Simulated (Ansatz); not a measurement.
Crystal: SnO.

```
Sn O
1.0
     3.81370    0.00000    0.00000
     0.00000    3.81370    0.00000
     0.00000    0.00000    4.88691
Sn O
2 2
Direct
  0.50000 0.00000 0.76463
  0.00000 0.50000 0.23537
  0.00000 0.00000 0.00000
  0.50000 0.50000 0.00000
```

The cell is a database's computed one.

Program: Ansatz 0.2.0. Alike in all runs: potentials or basis Ansatz PAW; cell as given; k mesh 7 × 7 × 6; smearing fermi-dirac 0.05 eV.

Order these runs on this cell by their pressure, lowest first.
A. level LDA; spin off; cutoff (eV) 420; points for each segment of the path 14
B. level PBE; spin off; cutoff (eV) 350
C. level PBE; spin off; cutoff (eV) 250
D. level r2SCAN; spin SOC, no magnetisation; cutoff (eV) 500; points for each segment of the path 14
E. level BLYP; spin off; cutoff (eV) 420; points for each segment of the path 14

A (-3.3 GPa), D (-0.5 GPa), C (2.0 GPa), B (3.5 GPa), E (8.1 GPa).

Caveats: the PAW data sets come from PBE, with cores solved anew for the run's functional, which leaves a small shift of forces and pressure (some runs); the cutoff lies under the one recommended for these potentials (some runs); the pressure holds a Pulay correction of +52.1 GPa for the finite cutoff (some runs); the pressure holds a Pulay correction of +3.6 GPa for the finite cutoff (some runs).
